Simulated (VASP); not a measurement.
# GeSb2Te4 (P4/mmm) in VASP: single point with r2SCAN

Aim: the single point of GeSb2Te4 with r2SCAN.

All numbers are computed with VASP 6.6.1; they aren't measurements. Logs are shortened: lines on timing, memory, paths and dates and some standing lists are left out, and cuts for length are marked.

### 1 Starting point

It takes space group P4/mmm (No. 123, tetragonal). The conventional cell has a = 8.278 Å, b = 8.278 Å, c = 3.165 Å, α = 90.00°, β = 90.00°, γ = 90.00°. Ge (site symmetry 4/mmm) is surrounded by 4 Te at 2.98 Å and 2 Ge at 3.17 Å. Sb (site symmetry mmm) is surrounded by 2 Sb at 3.17 Å and 8 Te at 3.33 Å. Te (site symmetry m2m) has 1 Ge at 2.98 Å and 2 Te at 3.17 Å and 4 Sb at 3.33 Å as nearest neighbours.

The cell was built by a generator and needn't be a form met in nature.

### 2 Single point, r2SCAN

Input file INCAR:

```
  ALGO = Normal
  EDIFF = 1E-6
  ENCUT = 520
  ISIF = 2
  ISMEAR = 0
  KPAR = 4
  LASPH = True
  LCHARG = False
  LMIXTAU = True
  LREAL = False
  LWAVE = False
  METAGGA = R2SCAN
  NELM = 150
  PREC = Accurate
  SIGMA = 0.1
```

Input file KPOINTS:

```
k-points
0
Gamma
  4 4 10
```

Input file POSCAR:

```
GeSb2Te4
1.0
    8.2776000000      0.0000000000      0.0000000000
    0.0000000000      8.2776000000      0.0000000000
    0.0000000000      0.0000000000      3.1650600000
Ge Sb Te
1 2 4
Direct
    0.0000000000      0.0000000000      0.0000000000
    0.0000000000      0.5000000000      0.5000000000
    0.5000000000      0.0000000000      0.5000000000
    0.7451420000      0.7451420000      0.0000000000
    0.2548580000      0.2548580000      0.0000000000
    0.7451420000      0.2548580000      0.0000000000
    0.2548580000      0.7451420000      0.0000000000
```

Potentials or basis: VASP PAW PBE potentials, release 64 (Ge_d, Sb, Te).

On the command line:

```
$ cat potpaw_PBE.64/Ge_d/POTCAR potpaw_PBE.64/Sb/POTCAR potpaw_PBE.64/Te/POTCAR > POTCAR
$ mpirun -np 4 vasp_std > vasp.out
```

OUTCAR:

```text
EDIFF = 1E-6
   ENCUT = 520
   ISIF = 2
   ISMEAR = 0
   LASPH = True
   LREAL = False
   METAGGA = R2SCAN
   NELM = 150
   PREC = Accurate

 ion  position               nearest neighbor table
   1  0.000  0.000  0.000-   4 2.98   5 2.98   6 2.98   7 2.98
   2  0.000  0.500  0.500-   4 3.33   5 3.33   6 3.33   7 3.33   4 3.33   5 3.33   6 3.33   7 3.33

   3  0.500  0.000  0.500-   4 3.33   5 3.33   6 3.33   7 3.33   4 3.33   5 3.33   6 3.33   7 3.33

   4  0.745  0.745  0.000-   1 2.98   2 3.33   3 3.33   2 3.33   3 3.33
   5  0.255  0.255  0.000-   1 2.98   2 3.33   3 3.33   2 3.33   3 3.33
   6  0.745  0.255  0.000-   1 2.98   2 3.33   3 3.33   2 3.33   3 3.33
   7  0.255  0.745  0.000-   1 2.98   2 3.33   3 3.33   2 3.33   3 3.33

  LATTYP: Found a simple tetragonal cell.
 ALAT       =     8.2776000000
 C/A-ratio  =     0.3823644535

  Lattice vectors:

 A1 = (   8.2776000000,   0.0000000000,   0.0000000000)
 A2 = (   0.0000000000,   8.2776000000,   0.0000000000)
 A3 = (   0.0000000000,   0.0000000000,   3.1650600000)

Analysis of symmetry for initial positions (statically):
=====================================================================
 Subroutine PRICEL returns:
 Original cell was already a primitive cell.

 Routine SETGRP: Setting up the symmetry group for a
 simple tetragonal supercell.

 Subroutine GETGRP returns: Found 16 space group operations
 (whereof 16 operations were pure point group operations)
 out of a pool of 16 trial point group operations.

The static configuration has the point symmetry D_4h.

Analysis of symmetry for dynamics (positions and initial velocities):
=====================================================================
 Subroutine PRICEL returns:
 Original cell was already a primitive cell.

 Routine SETGRP: Setting up the symmetry group for a
 simple tetragonal supercell.

 Subroutine GETGRP returns: Found 16 space group operations
 (whereof 16 operations were pure point group operations)
 out of a pool of 16 trial point group operations.

The dynamic configuration has the point symmetry D_4h.

 Subroutine INISYM returns: Found 16 space group operations
 (whereof 16 operations are pure point group operations),
 and found     1 'primitive' translations

----------------------------------------------------------------------------------------

                                     Primitive cell

  volume of cell :     216.8657

  direct lattice vectors                    reciprocal lattice vectors
     8.277600000  0.000000000  0.000000000     0.120807964  0.000000000  0.000000000
     0.000000000  8.277600000  0.000000000     0.000000000  0.120807964  0.000000000
     0.000000000  0.000000000  3.165060000     0.000000000  0.000000000  0.315949777

  length of vectors
     8.277600000  8.277600000  3.165060000     0.120807964  0.120807964  0.315949777

  position of ions in fractional coordinates (direct lattice)
     0.000000000  0.000000000  0.000000000
     0.000000000  0.500000000  0.500000000
     0.500000000  0.000000000  0.500000000
     0.745142000  0.745142000  0.000000000
     0.254858000  0.254858000  0.000000000
     0.745142000  0.254858000  0.000000000
     0.254858000  0.745142000  0.000000000

  ion indices of the primitive-cell ions
   primitive index   ion index
                 1           1
                 2           2
                 3           3
                 4           4
                 5           5
                 6           6
                 7           7

----------------------------------------------------------------------------------------

 KPOINTS: k-points

Automatic generation of k-mesh.
 Grid dimensions read from file:
 generate k-points for:    4    4   10

 Generating k-lattice:

  Cartesian coordinates                     Fractional coordinates (reciprocal lattice)
     0.030201991  0.000000000  0.000000000     0.250000000  0.000000000  0.000000000
     0.000000000  0.030201991  0.000000000     0.000000000  0.250000000  0.000000000
     0.000000000  0.000000000  0.031594978     0.000000000  0.000000000  0.100000000

  Length of vectors
     0.030201991  0.030201991  0.031594978

  Shift w.r.t. Gamma in fractional coordinates (k-lattice)
     0.000000000  0.000000000  0.000000000

 Subroutine IBZKPT returns following result:
 ===========================================

 Found     36 irreducible k-points:

 Following reciprocal coordinates:
            Coordinates               Weight
  0.000000  0.000000  0.000000      1.000000
  0.250000  0.000000  0.000000      4.000000
  0.500000  0.000000  0.000000      2.000000
  0.250000  0.250000  0.000000      4.000000
  0.500000  0.250000  0.000000      4.000000
  0.500000  0.500000  0.000000      1.000000
[... 16 lines left out ...]
  0.500000  0.250000  0.300000      8.000000
  0.500000  0.500000  0.300000      2.000000
 [... further k-points ...]
   k-points           NKPTS =     36   k-points in BZ     NKDIM =     36   number of bands    NBANDS=     28
   number of dos      NEDOS =    301   number of ions     NIONS =      7
   total plane-waves  NPLWV =  98304
   dimension x,y,z NGX =    64 NGY =   64 NGZ =   24
   dimension x,y,z NGXF=   128 NGYF=  128 NGZF=   48
   ions per type =               1   2   4
   NGX,Y,Z   is equivalent  to a cutoff of  12.85, 12.85, 12.61 a.u.
   NGXF,Y,Z  is equivalent  to a cutoff of  25.71, 25.71, 25.21 a.u.
 SYSTEM =  unknown system
   PREC   = accura    normal or accurate (medium, high low for compatibility)
   ISTART =      0    job   : 0-new  1-cont  2-samecut
   ICHARG =      2    charge: 1-file 2-atom 10-const
   ISPIN  =      1    spin polarized calculation?
   LNONCOLLINEAR =      F non collinear calculations
   LSORBIT =      F    spin-orbit coupling
   LASPH  =      T    aspherical Exc in radial PAW
   ENCUT  =  520.0 eV  38.22 Ry    6.18 a.u.  15.39 15.39  5.88*2*pi/ulx,y,z
   NELM   =    150;   NELMIN=  2; NELMDL= -5     # of ELM steps
   EDIFF  = 0.1E-05   stopping-criterion for ELM
   LREAL  =      F    real-space projection
   EDIFFG = 0.1E-04   stopping-criterion for IOM
   NSW    =      0    number of steps for IOM
   IBRION =     -1    ionic relax: 0-MD 1-quasi-New 2-CG
   NFREE  =      0    steps in history (QN), initial steepest desc. (CG)
   ISIF   =      2    stress and relaxation
   ISYM   =      2    0-nonsym 1-usesym 2-fastsym
   POTIM  = 0.5000    time-step for ionic-motion
   TEBEG  =    0.0;   TEEND  =   0.0 temperature during run
   PSTRESS=    0.0 pullay stress
   NELECT =      48.0000    total number of electrons
   NUPDOWN=      -1.0000    fix difference up-down
   EMIN   =  10.00;   EMAX   =-10.00  energy-range for DOS
   EFERMI =   0.00;   METHOD = LEGACY
   ISMEAR =     0;   SIGMA  =   0.10  broadening in eV -4-tet -1-fermi 0-gaus
   EFERMI_NEDOS =   21; number of points for ismear=-14 and -15
   IALGO  =     38    algorithm
   IMIX   =      4    mixing-type and parameters
     AMIX     =   0.40;   BMIX     =  1.00
     AMIX_MAG =   1.60;   BMIX_MAG =  1.00
  volume/ion in A,a.u.               =      30.98       209.07
  Fermi-wavevector in a.u.,A,eV,Ry     =   0.990281  1.871359 13.342632  0.980656
  Thomas-Fermi vector in A             =   2.121940
   LORBIT       =      0    0 simple, 1 ext, 2 COOP (PROOUT), +10 PAW based schemes
   METAGGA = R2SCAN    functional components
   LHFCALC =     F    Hartree Fock is set to
   AEXX    =    0.0000 exact exchange contribution
   IVDW    =     0    specifies the selected vdW correction
   LEPSILON=     F    determine dielectric tensor
   LRPA    =     F    only Hartree local field effects (RPA)
 non-spin polarized calculation
 Gauss-broadening in eV      SIGMA  =   0.10
  energy-cutoff  :      520.00
  volume of cell :      216.87
 maximum number of plane-waves:      5892
 NGX is ok and might be reduce to    64
   NGX = 31   NGY = 31   NGZ = 11

 number of electron      48.0000016 magnetization

 Free energy of the ion-electron system (eV)
  ---------------------------------------------------
  ext. energy  EPLUGINS =         0.00000000
  ---------------------------------------------------
  free energy    TOTEN  =      -164.96573281 eV

  energy without entropy =     -164.94622033  energy(sigma->0) =     -164.95597657

 E-fermi :   6.1781     XC(G=0):  -9.8683

 val. band max:        6.1627655712   @ k =   0.5000   0.2500   0.3000
 cond. band min:       6.1842625691   @ k =   0.2500   0.0000   0.1000
 fundamental gap:      0.0214969979
 Fermi energy:         6.1780955697

 k-point     1 :       0.0000    0.0000    0.0000
  band No.  band energies     occupation
      1     -19.3848      2.00000
      2     -19.3748      2.00000
      3     -19.3513      2.00000
      4     -19.3233      2.00000
      5     -19.3233      2.00000
      6      -7.7654      2.00000
[... 20 lines left out ...]
     27       8.8678      0.00000
     28       9.1911      0.00000

 k-point     2 :       0.2500    0.0000    0.0000
  band No.  band energies     occupation
      1     -19.3848      2.00000
      2     -19.3747      2.00000
      3     -19.3513      2.00000
      4     -19.3233      2.00000
      5     -19.3233      2.00000
      6      -7.6592      2.00000
[... 20 lines left out ...]
     27       8.9118      0.00000
     28       9.1401      0.00000

 k-point     3 :       0.5000    0.0000    0.0000
  band No.  band energies     occupation
      1     -19.3848      2.00000
      2     -19.3747      2.00000
      3     -19.3513      2.00000
      4     -19.3233      2.00000
      5     -19.3233      2.00000
      6      -7.4091      2.00000
[... 20 lines left out ...]
     27       8.4963      0.00000
     28       9.0226      0.00000

 k-point     4 :       0.2500    0.2500    0.0000
  band No.  band energies     occupation
      1     -19.3848      2.00000
      2     -19.3747      2.00000
      3     -19.3513      2.00000
      4     -19.3233      2.00000
      5     -19.3233      2.00000
      6      -7.5573      2.00000
[... 20 lines left out ...]
     27       8.8070      0.00000
     28       8.8379      0.00000

 k-point     5 :       0.5000    0.2500    0.0000
  band No.  band energies     occupation
      1     -19.3848      2.00000
      2     -19.3747      2.00000
      3     -19.3513      2.00000
      4     -19.3233      2.00000
      5     -19.3233      2.00000
      6      -7.3145      2.00000
[... 20 lines left out ...]
     27       8.9432      0.00000
     28       9.1319      0.00000

 k-point     6 :       0.5000    0.5000    0.0000
  band No.  band energies     occupation
      1     -19.3848      2.00000
      2     -19.3747      2.00000
      3     -19.3513      2.00000
      4     -19.3233      2.00000
      5     -19.3233      2.00000
      6      -7.1432      2.00000
[... 463 lines left out ...]
      5     -19.3149      2.00000
      6      -6.1439      2.00000
[... 20 lines left out ...]
     27       6.5420      0.00000
     28       7.7721      0.00000

 k-point    22 :       0.2500    0.2500    0.3000
  band No.  band energies     occupation
      1     -19.3835      2.00000
      2     -19.3736      2.00000
      3     -19.3349      2.00000
      4     -19.3349      2.00000
      5     -19.3149      2.00000
      6      -6.2703      2.00000
[... 20 lines left out ...]
     27       6.5850      0.00000
     28       6.9348      0.00000

 k-point    23 :       0.5000    0.2500    0.3000
  band No.  band energies     occupation
      1     -19.3835      2.00000
      2     -19.3736      2.00000
      3     -19.3349      2.00000
      4     -19.3349      2.00000
      5     -19.3149      2.00000
      6      -6.0479      2.00000
[... 20 lines left out ...]
     27       6.6754      0.00000
     28       7.5348      0.00000

 k-point    24 :       0.5000    0.5000    0.3000
  band No.  band energies     occupation
      1     -19.3835      2.00000
      2     -19.3736      2.00000
      3     -19.3349      2.00000
      4     -19.3349      2.00000
      5     -19.3149      2.00000
      6      -5.8486      2.00000
[... 20 lines left out ...]
     27       6.5835      0.00000
     28       6.9909      0.00000

 [... further k-points ...]

------------------------ aborting loop because EDIFF is reached ----------------------------------------

  FORCE on cell =-STRESS in cart. coord.  units (eV):
  Direction    XX          YY          ZZ          XY          YZ          ZX
  --------------------------------------------------------------------------------------
  -------------------------------------------------------------------------------------
  Total       -0.7185424     -0.7185424     -1.2758388      0.0000000      0.0000000      0.0000000
  in kB       -5.3085042     -5.3085042     -9.4257424      0.0000000      0.0000000      0.0000000
  external PRESSURE =      -6.6809169 kB  Pullay stress =       0.0000000 kB

 VOLUME and BASIS-vectors are now :
 -----------------------------------------------------------------------------
  energy-cutoff  :      520.00
  volume of cell :      216.87
      direct lattice vectors                 reciprocal lattice vectors
     8.277600000  0.000000000  0.000000000     0.120807964  0.000000000  0.000000000
     0.000000000  8.277600000  0.000000000     0.000000000  0.120807964  0.000000000
     0.000000000  0.000000000  3.165060000     0.000000000  0.000000000  0.315949777

 POSITION                                       TOTAL-FORCE (eV/Angst)
 -----------------------------------------------------------------------------------
      0.00000      0.00000      0.00000         0.000000      0.000000      0.000000
      0.00000      4.13880      1.58253         0.000000      0.000000      0.000000
      4.13880      0.00000      1.58253         0.000000      0.000000      0.000000
      6.16799      6.16799      0.00000         0.050332      0.050332      0.000000
      2.10961      2.10961      0.00000        -0.050332     -0.050332      0.000000
      6.16799      2.10961      0.00000         0.050332     -0.050332      0.000000
      2.10961      6.16799      0.00000        -0.050332      0.050332     -0.000000
 -----------------------------------------------------------------------------------
    total drift:                                0.000000      0.000000      0.000000

  FREE ENERGIE OF THE ION-ELECTRON SYSTEM (eV)
  ---------------------------------------------------
  free  energy   TOTEN  =      -164.9657328081 eV

  energy  without entropy=     -164.9462203275  energy(sigma->0) =     -164.95597657
```

Wall time 5.2 min (4 MPI ranks of AMD EPYC 7R13 (Zen 3), shared host); peak memory 0.48 GiB.

What came out:

| Item | Value |
| --- | --- |
| Free energy | -164.9657 eV |
| Pressure | -0.7 GPa |
| Largest force | 0.071 eV/Å |
| Band gap on the k mesh | none (metal or under the smearing width) |

Forces on the atoms (eV/Å):
```
Ge   0.000  0.000  0.000
Sb   0.000  0.000  0.000
Sb   0.000  0.000  0.000
Te   0.050  0.050  0.000
Te  -0.050 -0.050  0.000
Te   0.050 -0.050  0.000
Te  -0.050  0.050  0.000
```

Stress tensor (GPa, compression positive):
```
-0.53  0.00  0.00
 0.00 -0.53  0.00
 0.00  0.00 -0.94
```

Levels at points of the mesh, in eV from the Fermi level:
| k point | band 20 | band 21 | band 22 | band 23 | band 24 | band 25 | band 26 | band 27 | band 28 |
| --- | --- | --- | --- | --- | --- | --- | --- | --- | --- |
| (0.00, 0.00, 0.00) | -1.28 | -1.18 | -1.18 | 1.57 | 2.06 | 2.06 | 2.69 | 2.69 | 3.01 |
| (0.50, 0.00, 0.00) | -1.56 | 1.23 | 1.37 | 1.80 | 1.92 | 1.92 | 2.05 | 2.32 | 2.84 |
| (0.50, 0.50, 0.00) | -1.85 | -0.69 | 0.33 | 2.15 | 2.15 | 2.46 | 2.68 | 2.73 | 2.73 |
| (0.00, 0.00, 0.50) | -3.04 | -1.90 | -1.23 | -1.23 | -1.03 | -1.03 | -0.49 | -0.40 | 0.04 |
| (0.50, 0.00, 0.50) | -2.22 | -1.93 | -1.63 | -0.81 | -0.60 | -0.29 | -0.14 | 0.01 | 0.05 |
| (0.50, 0.50, 0.50) | -2.33 | -2.14 | -2.05 | -1.91 | -1.36 | -1.14 | -1.14 | 0.53 | 0.53 |

Caveat: the PAW data sets were made with another functional, which shifts forces and pressure a little.
